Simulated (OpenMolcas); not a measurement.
## C3H4N2 (imidazole): the vertical energy of the triplet above the singlet from total energies

The species is C3H4N2 (9 atoms), meant as a singlet with charge 0. SMILES: `c1c[nH]cn1`. The shape is that of a GFN2-xTB optimisation.

Both states at this one shape; open shells run unrestricted unless said. 1 Eh = 27.2114 eV.

```tsv
level	program	singlet C3H4N2 (Eh)	triplet C3H4N2 (Eh)
PBE0/cc-pVDZ	OpenMolcas	-225.975548	-225.803391
PBE0/cc-pVTZ (RICD fitting)	OpenMolcas	-226.036428	-225.867130
```

**Question.** Work out the vertical gap, second state less first, at each level.

**Answer.** 
1. PBE0/cc-pVDZ: -225.803391 − (-225.975548) = 0.172157 Eh = 4.68 eV.
2. PBE0/cc-pVTZ (RICD fitting): -225.867130 − (-226.036428) = 0.169298 Eh = 4.61 eV.

No measured value is set beside it here; the levels span 4.61 to 4.68 eV.
